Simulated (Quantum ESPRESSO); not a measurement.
Pb in Quantum ESPRESSO: the effect of target pressure

Pb:

```
Pb
1.0
     0.00000    3.43900    3.43900
     3.43900    0.00000    3.43900
     3.43900    3.43900    0.00000
Pb
2
Cartesian
  1.7195 1.7195 1.7195
  0.0000 0.0000 0.0000
```

This isn't the form of Pb at room conditions, which is fcc.

Alike in all runs:

```yaml
Program: Quantum ESPRESSO 7.5
Task: relaxation of cell and atoms
Functional: PBEsol
Potentials_or_basis: GBRV 1.5 PBEsol
Cutoff: 707 eV
Density_cutoff: 5633 eV
k_mesh: 7 × 7 × 7
Occupations: fermi-dirac, width 0.05 eV
Spin: no spin polarisation
```

Each run relaxes the cell or the atoms first.

| target pressure | relaxed volume (Å³/atom) |
| --- | --- |
| 0 GPa | 41.10 |
| 2 GPa | ? |
| 5 GPa | 36.40 |
| 10 GPa | 33.62 |
| 20 GPa | 30.16 |
| 30 GPa | 27.96 |

Q: What does the run with target pressure 2 GPa give?

A: Relaxed volume 38.84 Å³/atom.

Worked out: In Murnaghan's law V^(-B') rises as a straight line in P. The other rows fit best with B' = 4.1, V0 = 41.11 Å³/atom and B0 = 32 GPa, which gives 38.88 Å³/atom at 2 GPa, against the run's 38.84.

Caveats: the volume moved by over 15 % at a fixed basis, so the end points are rough (some runs).
